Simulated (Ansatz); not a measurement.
# SnO2 under changes of volume

One of the cells (29.904 Å³/atom); the others are scaled copies at fixed shape and fractional positions:

```
CELL_PARAMETERS angstrom
3.02327 0.00000 0.00000
0.00000 4.96468 0.00000
0.00000 0.00000 5.97696
ATOMIC_POSITIONS crystal
Sn 0.50000 0.50000 0.00000
O 0.00000 0.50000 0.77572
O 0.00000 0.50000 0.22428
```

The cell was built by a generator and needn't be a form met in nature.

```yaml
Program: Ansatz 0.2.0
Functional: PBE
Potentials_or_basis: all-electron LAPW, scalar-relativistic
Cutoff: 426 eV (chosen from the basis error)
Basis_error_allowed: 0.001 eV/atom
k_mesh: 9 × 6 × 5
Occupations: fermi-dirac, width 0.05 eV
Spin: no spin polarisation
```

| volume (Å³/atom) | energy over the lowest point (meV/atom) | pressure (GPa) | gap on the mesh (eV) | largest force (eV/Å) |
| --- | --- | --- | --- | --- |
| 28.110 | 27.36 | 4.7 | 1.35 | 0.947 |
| 28.708 | 12.92 | 3.1 | 1.34 | 0.602 |
| 29.306 | ? | ? | ? | ? |
| 29.904 | 0.00 | 0.5 | 1.32 | 0.006 |
| 30.502 | 0.41 | -0.7 | 1.31 | 0.273 |
| 31.100 | 4.76 | -1.7 | 1.29 | 0.519 |
| 31.698 | 12.63 | -2.5 | 1.27 | 0.746 |

**Question.** What does the run at 29.306 Å³/atom give?

**Answer.** Energy over the lowest point 3.99 meV/atom; pressure 1.7 GPa; gap on the mesh 1.33 eV; largest force 0.285 eV/Å.

Worked out: A Birch-Murnaghan fit of order 3 (a polynomial in V^(-2/3)) to the other rows has its minimum at 30.14 Å³/atom with B0 = V·E''(V) = 57 GPa and B' = 4.6 at fixed shape and positions, which overstates the stiffness. It gives 4.00 meV/atom at 29.306 Å³/atom, against the run's 3.99, and -dE/dV = 1.7 GPa, against 1.7. A parabola through the other rows of the gap, of slope -0.515 eV per unit of ln V there, gives 1.33 eV, against the run's 1.33.

Energies are extrapolated to zero smearing.

Caveats: spin-orbit coupling is left out, which moves the levels of the heavy elements; an odd mesh through Γ misses points on the zone boundary, where band edges often lie.
